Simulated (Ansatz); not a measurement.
# HfB: further runs on the relaxed cell

One table from this session's results is given with a row withheld; the runs are named, their logs left out.

Program: Ansatz 0.2.0. Level of theory: DFT PBEsol, scalar-relativistic, plane waves, PAW. These are calculated values, not measurements.

2 further runs of the same task are left out: 2 set aside as unsound or not needed.

**Starting point**

It takes space group Fm-3m (No. 225, cubic). The conventional cell has a = 4.788 Å, b = 4.788 Å, c = 4.788 Å, α = 90.00°, β = 90.00°, γ = 90.00°. Hf (site symmetry m-3m) has 6 B at 2.39 Å as nearest neighbours. B (site symmetry m-3m) is surrounded by 6 Hf at 2.39 Å.

Structure file:

```
Hf B
1.0
     0.00000    2.39395    2.39395
     2.39395    0.00000    2.39395
     2.39395    2.39395    0.00000
Hf B
1 1
Direct
  0.50000 0.50000 0.50000
  0.00000 0.00000 0.00000
```

It is the result of an earlier relaxation at this level (volume 13.72 Å³/atom; gap on the mesh: none (metal)).

Set-up of the first run:

Input file input.yaml:

```yaml
crystal:
  lattice:
    - [0.0, 2.3939477051, 2.3939477051]
    - [2.3939477051, 0.0, 2.3939477051]
    - [2.3939477051, 2.3939477051, 0.0]
  atoms:
    - { symbol: Hf, position: [0.5, 0.5, 0.5] }
    - { symbol: B, position: [0.0, 0.0, 0.0] }
basis:
  ecutwfc: 420
kpoints:
  mp_grid: { grid: [16, 16, 16] }
  band_path:
    path:
      - [[0.0, 0.0, 0.0], [0.5, 0.0, 0.5], [0.625, 0.25, 0.625]]
      - [[0.375, 0.375, 0.75], [0.0, 0.0, 0.0], [0.5, 0.5, 0.5], [0.5, 0.25, 0.75], [0.5, 0.0, 0.5]]
    npoints: 14
hamiltonian:
  xc: pbesol
scf:
  occupations: { method: gaussian, width: 0.1 }
  n_extra_bands: 6
output:
  forces: true
  stress: true
  eigenvalues: true
  populations: true
  dos: { projected: true, de: 0.02, nscf_kmesh: { grid: [24, 24, 24] } }
  bader: true
  write_density: true
  write_potential: true
  elf: true
  volumetric_format: npy
```

The run is started by

```bash
> ansatz run input.yaml --threads 1 --pin off --max-ram 2560MiB --backend cpu --events-out ev --progress --plain --runs-dir out
```

Steps of the session up to this table: Static run: bands, density of states and charges; Volume × 0.97; Volume × 1.03; Point at V/V0 = 0.94; Point at V/V0 = 1.06.

One of the session's tables, all rows but one given; the rest of the session is left out.

It belongs to the step «Equation of state». 

| volume (Å³/atom) | energy above the lowest point (meV/atom) | pressure (GPa) |
| --- | --- | --- |
| 12.896 | 30.3 | 12.44 |
| 13.308 | ? | ? |
| 13.720 | 0.0 | -0.05 |
| 14.131 | 6.7 | -5.05 |
| 14.543 | 25.5 | -9.39 |

Estimate the missing values for volume (Å³/atom) = 13.308.

Worked estimate for «energy above the lowest point (meV/atom)». A straight line through the neighbours (12.896, 30.3) and (13.720, 0.0) gives 30.3 + (0.0 − 30.3) × (13.308 − 12.896) / (13.720 − 12.896) = 15.2; a parabola fitted to 3 rows on both sides gives 7.9.

As computed: energy above the lowest point (meV/atom): 7.1; pressure (GPa): 5.74. In «energy above the lowest point (meV/atom)» the line misses by +8.1 and the parabola by +0.8.
